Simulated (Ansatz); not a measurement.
# Sn (Fd-3m) in Ansatz: a series of runs

Runs on Sn. Level: LDA. Tasks: single point, equation of state.

All numbers are computed with Ansatz 0.2.0; they aren't measurements. Logs are shortened: lines on timing, memory, paths and dates and some standing lists are left out, and cuts for length are marked.

## Step 1: The structure

The structure is cubic, space group Fd-3m (No. 227). Conventional cell: a = 6.467 Å, b = 6.467 Å, c = 6.467 Å, α = 90.00°, β = 90.00°, γ = 90.00°. Sn (site symmetry -43m) is surrounded by 4 Sn at 2.80 Å.

This isn't the form of Sn at room conditions, which is tetragonal (white tin).

## Step 2: Single point, LDA, 31.77 Å³/atom (volume scaled by 0.94)

input.yaml reads:

```yaml
crystal:
  lattice:
    - [0.0, 3.1673376916, 3.1673376916]
    - [3.1673376916, 0.0, 3.1673376916]
    - [3.1673376916, 3.1673376916, 0.0]
  atoms:
    - { symbol: Sn, position: [0.75, 0.75, 0.75] }
    - { symbol: Sn, position: [0.5, 0.5, 0.5] }
hamiltonian:
  xc: lda
  pseudopotentials: { kind: paw }
kpoints:
  mp_grid: { grid: [7, 7, 7] }
scf:
  occupations: { method: fermi_dirac, width: 0.05 }
output:
  forces: true
  stress: true
  eigenvalues: true
  write_density: true
  write_potential: true
  elf: true
  volumetric_format: npy
```

Potentials or basis: Ansatz PAW.

Launch:

```
$ ansatz run input.yaml --threads 2 --pin off --max-ram 5632MiB --backend cpu --events-out ev --progress --plain --runs-dir out
```

Log:

```text
Warning: RAYON_NUM_THREADS=2 ignored (pool sized by the plan → 2); use --threads N
Engine: ansatz 0.2.0, x86_64-unknown-linux-gnu
Pseudopotentials: kind: paw
Pseudopotential: Sn, paw, valence charge 14, recommended cutoff 420 eV (normal), Sn.paw.azcp
Functional definition: SPW92
  exchange = slater_x
  correlation = pw_c
Crystal: 2 atoms, lattice volume = 63.550 Å³
Basis set: ecut = 420 eV, 1243 PW (Γ)
Bands: 18, of which v1, the nominal top of the filled ones, is band 14 counted from 1 (13 counted from 0)
Symmetry: 48 space group operations
Space group: Fd-3m (ITA 227), of the structure as read, at distance tolerance 4.0e-5 Å
k-points: 20 of 343
Non-local potential: Sn, projectors of the file, l = 0: 2, l = 1: 2, l = 2: 2, l = 3: 2
PAW form: soft (Blöchl's): semilocal exchange-correlation on the pseudo side does not see the compensation charge
PAW frozen core: Sn, regenerated for the run's functional, and the local potential with it (the file was generated under x = pbe(κ = 0.804, μ = 0.2195149727645171), c = pbe(β = 0.06672455060314922))
PAW one-centre angular grid: Sn, 590 points (default); XC on 64 Gauss nodes
Initial density: superposition of atomic densities (neutral atoms: chi_scale 0, normalization atom), corrected by the library's trained network
Initial wavefunctions: pseudopotential atomic-orbital guess
Functional: x = slater, c = lda
SCF iter   1: F=—  HF=-11758.973428 eV  |F-HF|=—  |Δ(HF+E_count)|=         —  Δρ=6.30e-3  dr2=1.03e-2  ethr=1.77e-3  ⟨swp⟩=6.0  Hψ=1978  notcnv=0
preconditioner: auto → none  [insulator: Δε(μ)=0.374 eV  Ē_g=20.278 eV  σ=0.050 eV  W_gap=0.80  n_scr=14 (ndim 8)  ℏωp=24.6 eV  f_vac=0.074  D(μ)=0.20/eV (n_scr^D=0)  ε∞_Penn≈2.5]
SCF iter   2: F=—  HF=-11758.969234 eV  |F-HF|=—  |Δ(HF+E_count)|=   4.19e-3  Δρ=1.99e-3  dr2=1.04e-3  ethr=3.68e-5  ⟨swp⟩=2.0  Hψ=876  notcnv=0
SCF iter   3: F=—  HF=-11758.969150 eV  |F-HF|=—  |Δ(HF+E_count)|=   8.36e-5  Δρ=5.36e-4  dr2=7.33e-5  ethr=3.71e-6  ⟨swp⟩=1.1  Hψ=362  notcnv=0
SCF iter   4: F=—  HF=-11758.969158 eV  |F-HF|=—  |Δ(HF+E_count)|=   7.88e-6  Δρ=3.81e-5  dr2=8.49e-7  ethr=2.62e-7  ⟨swp⟩=1.3  Hψ=379  notcnv=0
iter 5 did not close the SCF: its close was put off for the readings that it lacked (scf_convergence_deferred on its scf_iter line)
SCF iter   5: F=-11758.969158 eV  HF=-11758.969158 eV  |F-HF|=2.95e-10  |Δ(HF+E_count)|=   1.66e-7  Δρ=2.17e-6  dr2=2.06e-9  ethr=3.03e-9  ⟨swp⟩=2.0  Hψ=434  notcnv=0
SCF iter   6: F=-11758.969158 eV  HF=-11758.969158 eV  |F-HF|=3.64e-12  |Δ(HF+E_count)|=  6.11e-10  Δρ=2.48e-7  dr2=3.51e-11  ethr=7.35e-12  ⟨swp⟩=5.7  Hψ=1995  notcnv=0
SCF 1 converged in 6 iterations: F = -11758.969158 eV  dr2 = 3.51e-11
SCF converged after 6 iterations
Free energy (F): -11758.969158 eV
Harris-Foulkes:  -11758.969158 eV  (|F-HF|=3.64e-12)
Internal energy: -11758.967507 eV  (E = F + TS)
E sigma→0 (E₀):  -11758.968333 eV
Entropy (-TS):   -0.001651 eV (-0.825 meV/atom)
Fermi energy:    8.449466 eV
--- Per-component energies (eV) ---
  E_band       = -233.290029
  E_kinetic    = 379.384359
  E_local      = -2221.651251  (includes V_loc(G=0)·N_el)
  E_nonlocal   = -55.030270
  E_hartree    = 1288.806466
  E_xc         = -758.076880
  E_vxc        = -197.533731  (∫ρ·V_xc dr)
  E_paw        = -7993.233377  (= ΣΔE_a)
  E_vpaw       = -716.072044  (= ΣTr[D̂ρ^β])
  E_aug_tail   = -0.000001  (compensation charges beyond the density's cutoff)
  E_ewald      = -2400.016350
  E_core_change = 0.849796  (= ΣΔE_core)
  E_smearing   = -0.001651  (= −TS)
  E_closure    = 0.000000  (closes the sum)
  Σ components = -11758.969158   (vs F -11758.969158, Δ=0.00e0)
--- Forces (eV/Å), atoms counted from 1 ---
  atom   1  Sn     0.00000000     0.00000000     0.00000000
  atom   2  Sn     0.00000000     0.00000000     0.00000000
  max |Σ_I F_I| component: 1.56e-17 eV/Å
--- Stress (GPa, compression-positive) ---
        3.451648       0.000000      -0.000000
       -0.000000       3.451648      -0.000000
       -0.000000       0.000000       3.451648
  P = ⅓ Tr σ = 3.4516 GPa (34.516 kbar)
--- Band table (eV; the first three rows and the last of 20) ---
  k-point 0: bands = ["-13.3118", "-13.3118", "-13.3118", "-13.2396", "-13.2396", "-12.8622", "-12.8622", "-12.8622", "-12.8429", "-12.8429", "-2.7156", "8.1175", "8.5470", "8.5470", "8.5470", "10.6150", "10.6150", "10.6150"]
  k-point 1: bands = ["-13.3281", "-13.3281", "-13.3062", "-13.2162", "-13.2162", "-12.8898", "-12.8898", "-12.8699", "-12.8195", "-12.8195", "-2.5037", "6.0099", "8.1538", "8.1538", "9.1452", "11.1071", "11.1071", "11.6316"]
  k-point 2: bands = ["-13.3468", "-13.3468", "-13.2931", "-13.1833", "-13.1833", "-12.9168", "-12.9168", "-12.8875", "-12.7999", "-12.7999", "-1.8991", "3.7510", "7.5906", "7.5906", "8.7726", "11.6592", "11.6592", "13.6903"]
  k-point 19: bands = ["-13.4010", "-13.3854", "-13.1833", "-13.0995", "-13.0742", "-13.0339", "-13.0268", "-12.9618", "-12.7542", "-12.7390", "0.2120", "1.1600", "4.7823", "5.6748", "10.6720", "12.5283", "13.0697", "13.0973"]
```

It took 1.1 s on 2 threads of Intel Xeon Platinum 8259CL at 2.50GHz (Skylake/Cascade Lake), shared host; peak memory 0.37 GiB.

What came out:

| Quantity | Value |
| --- | --- |
| Free energy | -11758.9692 eV |
| Pressure | 3.5 GPa |
| Band gap on the k mesh | none (metal or under the smearing width) |

Caveat: the PAW data sets come from PBE, with cores solved anew for the run's functional, which leaves a small shift of forces and pressure.

## Step 3: Single point, LDA, 32.45 Å³/atom (volume scaled by 0.96)

input.yaml reads:

```yaml
crystal:
  lattice:
    - [0.0, 3.1896436215, 3.1896436215]
    - [3.1896436215, 0.0, 3.1896436215]
    - [3.1896436215, 3.1896436215, 0.0]
  atoms:
    - { symbol: Sn, position: [0.75, 0.75, 0.75] }
    - { symbol: Sn, position: [0.5, 0.5, 0.5] }
hamiltonian:
  xc: lda
  pseudopotentials: { kind: paw }
kpoints:
  mp_grid: { grid: [7, 7, 7] }
scf:
  occupations: { method: fermi_dirac, width: 0.05 }
output:
  forces: true
  stress: true
  eigenvalues: true
```

Potentials or basis: Ansatz PAW.

Launch:

```
$ ansatz run input.yaml --threads 2 --pin off --max-ram 5632MiB --backend cpu --events-out ev --progress --plain --runs-dir out
```

It took 0.93 s on 2 threads of Intel Xeon Platinum 8259CL at 2.50GHz (Skylake/Cascade Lake), shared host; peak memory 0.36 GiB.

It converged, with:

- Free energy: -11758.9930 eV
- Pressure: 2.2 GPa
- Band gap on the k mesh: none (metal or under the smearing width)

Caveat: the PAW data sets come from PBE, with cores solved anew for the run's functional, which leaves a small shift of forces and pressure.

## Step 4: Single point, LDA, 33.13 Å³/atom (volume scaled by 0.98)

Changes to input.yaml since step 3:

```diff
@@ -2,5 +2,5 @@
   lattice:
-    - [0.0, 3.1896436215, 3.1896436215]
-    - [3.1896436215, 0.0, 3.1896436215]
-    - [3.1896436215, 3.1896436215, 0.0]
+    - [0.0, 3.2116418589, 3.2116418589]
+    - [3.2116418589, 0.0, 3.2116418589]
+    - [3.2116418589, 3.2116418589, 0.0]
   atoms:
@@ -19 +19,5 @@
   eigenvalues: true
+  write_density: true
+  write_potential: true
+  elf: true
+  volumetric_format: npy
```

Launch:

```
$ ansatz run input.yaml --threads 2 --pin off --max-ram 5632MiB --backend cpu --events-out ev --progress --plain --runs-dir out
```

Run time: 1.2 s. Hardware: 2 threads of Intel Xeon Platinum 8259CL at 2.50GHz (Skylake/Cascade Lake), shared host; peak memory 0.38 GiB.

The run converged. Its results:

* Free energy: -11759.0071 eV
* Pressure: 1.1 GPa
* Band gap on the k mesh: none (metal or under the smearing width)

Caveat: the PAW data sets come from PBE, with cores solved anew for the run's functional, which leaves a small shift of forces and pressure.

## Step 5: Single point, LDA, 33.80 Å³/atom

input.yaml reads:

```yaml
crystal:
  lattice:
    - [0.0, 3.2333428, 3.2333428]
    - [3.2333428, 0.0, 3.2333428]
    - [3.2333428, 3.2333428, 0.0]
  atoms:
    - { symbol: Sn, position: [0.75, 0.75, 0.75] }
    - { symbol: Sn, position: [0.5, 0.5, 0.5] }
hamiltonian:
  xc: lda
  pseudopotentials: { kind: paw }
kpoints:
  mp_grid: { grid: [7, 7, 7] }
scf:
  occupations: { method: fermi_dirac, width: 0.05 }
output:
  forces: true
  stress: true
  eigenvalues: true
```

Launch:

```
$ ansatz run input.yaml --threads 2 --pin off --max-ram 5632MiB --backend cpu --events-out ev --progress --plain --runs-dir out
```

Wall time 1 s (2 threads of Intel Xeon Platinum 8259CL at 2.50GHz (Skylake/Cascade Lake), shared host); peak memory 0.37 GiB.

It converged, with:

```
Free energy            : -11759.0125 eV
Pressure               : 0.2 GPa
Band gap on the k mesh : none (metal or under the smearing width)
```

Caveat: the PAW data sets come from PBE, with cores solved anew for the run's functional, which leaves a small shift of forces and pressure.

## Step 6: Single point, LDA, 34.48 Å³/atom (volume scaled by 1.02)

Changes to input.yaml since step 5:

```diff
@@ -2,5 +2,5 @@
   lattice:
-    - [0.0, 3.2333428, 3.2333428]
-    - [3.2333428, 0.0, 3.2333428]
-    - [3.2333428, 3.2333428, 0.0]
+    - [0.0, 3.2547562903, 3.2547562903]
+    - [3.2547562903, 0.0, 3.2547562903]
+    - [3.2547562903, 3.2547562903, 0.0]
   atoms:
```

Potentials or basis: Ansatz PAW.

Launch:

```
$ ansatz run input.yaml --threads 2 --pin off --max-ram 5632MiB --backend cpu --events-out ev --progress --plain --runs-dir out
```

It took 0.98 s on 2 threads of Intel Xeon Platinum 8259CL at 2.50GHz (Skylake/Cascade Lake), shared host; peak memory 0.36 GiB.

The run converged. Its results:

* Free energy: -11759.0102 eV
* Pressure: -0.7 GPa
* Band gap on the k mesh: none (metal or under the smearing width)

Caveat: the PAW data sets come from PBE, with cores solved anew for the run's functional, which leaves a small shift of forces and pressure.

## Step 7: Single point, LDA, 35.16 Å³/atom (volume scaled by 1.04)

Changes to input.yaml since step 6:

```diff
@@ -2,5 +2,5 @@
   lattice:
-    - [0.0, 3.2547562903, 3.2547562903]
-    - [3.2547562903, 0.0, 3.2547562903]
-    - [3.2547562903, 3.2547562903, 0.0]
+    - [0.0, 3.2758916636, 3.2758916636]
+    - [3.2758916636, 0.0, 3.2758916636]
+    - [3.2758916636, 3.2758916636, 0.0]
   atoms:
@@ -19 +19,5 @@
   eigenvalues: true
+  write_density: true
+  write_potential: true
+  elf: true
+  volumetric_format: npy
```

Launch:

```
$ ansatz run input.yaml --threads 2 --pin off --max-ram 5632MiB --backend cpu --events-out ev --progress --plain --runs-dir out
```

Run time: 1.3 s. Hardware: 2 threads of Intel Xeon Platinum 8259CL at 2.50GHz (Skylake/Cascade Lake), shared host; peak memory 0.37 GiB.

Results (log left out):

| Quantity | Value |
| --- | --- |
| Free energy | -11759.0011 eV |
| Pressure | -1.4 GPa |
| Band gap on the k mesh | none (metal or under the smearing width) |

Caveat: the PAW data sets come from PBE, with cores solved anew for the run's functional, which leaves a small shift of forces and pressure.

## Step 8: Single point, LDA, 35.83 Å³/atom (volume scaled by 1.06)

input.yaml reads:

```yaml
crystal:
  lattice:
    - [0.0, 3.2967577782, 3.2967577782]
    - [3.2967577782, 0.0, 3.2967577782]
    - [3.2967577782, 3.2967577782, 0.0]
  atoms:
    - { symbol: Sn, position: [0.75, 0.75, 0.75] }
    - { symbol: Sn, position: [0.5, 0.5, 0.5] }
hamiltonian:
  xc: lda
  pseudopotentials: { kind: paw }
kpoints:
  mp_grid: { grid: [7, 7, 7] }
scf:
  occupations: { method: fermi_dirac, width: 0.05 }
output:
  forces: true
  stress: true
  eigenvalues: true
```

Launch:

```
$ ansatz run input.yaml --threads 2 --pin off --max-ram 5632MiB --backend cpu --events-out ev --progress --plain --runs-dir out
```

Wall time 0.89 s (2 threads of Intel Xeon Platinum 8259CL at 2.50GHz (Skylake/Cascade Lake), shared host); peak memory 0.37 GiB.

Results (log left out):

* Free energy: -11758.9861 eV
* Pressure: -2.1 GPa
* Band gap on the k mesh: none (metal or under the smearing width)

Caveat: the PAW data sets come from PBE, with cores solved anew for the run's functional, which leaves a small shift of forces and pressure.

## Step 9: Equation of state, LDA

Potentials or basis: Ansatz PAW.

No new run: the results of the series are fitted here.

What came out:

| Quantity | Value |
| --- | --- |
| Equilibrium volume | 33.93 Å³/atom |
| Bulk modulus | 44 GPa |
| Pressure derivative of the bulk modulus | 5.2 |

Energy against volume, from the lowest point:
```csv
volume (Å³/atom),energy (meV/atom)
31.775,21.65
32.451,9.73
33.127,2.70
33.803,0.00
34.479,1.14
35.155,5.66
35.831,13.16
```
